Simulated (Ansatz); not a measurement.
**Sensitivity of the gradients in FeS2 to the input**

This input was run with Ansatz:

```yaml
crystal:
  lattice:
    - [4.44, 0.0, 0.0]
    - [0.0, 5.39, 0.0]
    - [0.0, 0.0, 3.37]
  atoms:
    - { symbol: Fe, position: [0.0, 0.0, 0.0], spin: 3.0 }
    - { symbol: Fe, position: [0.5, 0.5, 0.5], spin: 3.0 }
    - { symbol: S, position: [0.203, 0.375, 0.0] }
    - { symbol: S, position: [0.297, 0.875, 0.5] }
    - { symbol: S, position: [0.797, 0.625, 0.0] }
    - { symbol: S, position: [0.703, 0.125, 0.5] }
magnetization:
  spin_polarized: true
kpoints:
  mp_grid: { grid: [10, 8, 13] }
scf:
  occupations: { method: fermi_dirac, width: 0.05 }
hamiltonian:
  xc: revpbe
  pseudopotentials: { kind: paw, source: jth }
output:
  forces: true
  stress: true
  populations: true
  efg:
    quadrupole_moments_barn: { Fe: 0.16, S: -0.0694 }
    contact_densities: true
```

The quadrupole moment typed for Fe is that of the 14.4 keV Mössbauer state of ⁵⁷Fe; the ground state has I = 1/2 and no quadrupole moment.

```sh
ansatz run input.yaml --threads 4 --pin off --max-ram 10240MiB --backend cpu --events-out ev --progress --plain --runs-dir out
```

It converged. Of its output the block on the nuclei alone is shown, without the SCF iterations, energies, forces and stress (one atom of each set):

```
--- PAW observables at the nuclei: V_zz in 10²¹ V/m², potentials from the cell's mean, atoms counted from 1 ---
  atom   1  Fe V_zz =    -2.978895   η = 0.7286   by run symmetry: allowed   C_q = -11.5247 MHz
            electrostatic potential = -3205.275826 V   contact ρ = 102188.416953 e/Å³   contact ρ_s (e/Å³): all electrons +0.000002, valence +0.000003
  atom   3  S  V_zz =   +14.179757   η = 0.2382   by run symmetry: allowed   C_q = -23.7948 MHz
            electrostatic potential = -1636.576125 V   contact ρ = 19912.113821 e/Å³   contact ρ_s (e/Å³): all electrons -0.000003, valence -0.000003
```

Task: Can these gradients be trusted, and how do they compare with a run on standard settings?

Result: As results of these settings, within the limits told below. Against the standard input the change is `hamiltonian.xc`: pbe → revpbe; `hamiltonian.pseudopotentials`: {kind: paw} → {kind: paw, source: jth}. A site carries the number of its first atom; V_zz in 10²¹ V/m².

```
site  V_zz standard  η standard  V_zz here  η here
  Fe          -2.92        0.72      -2.98    0.73
   S          13.82        0.25      14.18    0.24
```

The largest change of V_zz is on S, from 13.82 to 14.18. In per cent, |V_zz| changes by +2 on Fe, +3 on S (all sites that start above 0.5). The cutoff that the program takes moves with it, from 420 to 1320 eV. The changed run reads another set of PAW files. SCF iterations: 12 and 12. New warnings: radial quadrature taken.

On the reference run: With these PAW files V_zz is typically within 2 to 3 % of all-electron values, but misses above 10 % occur on Fe. The start moments die out, and the run ends without spin.
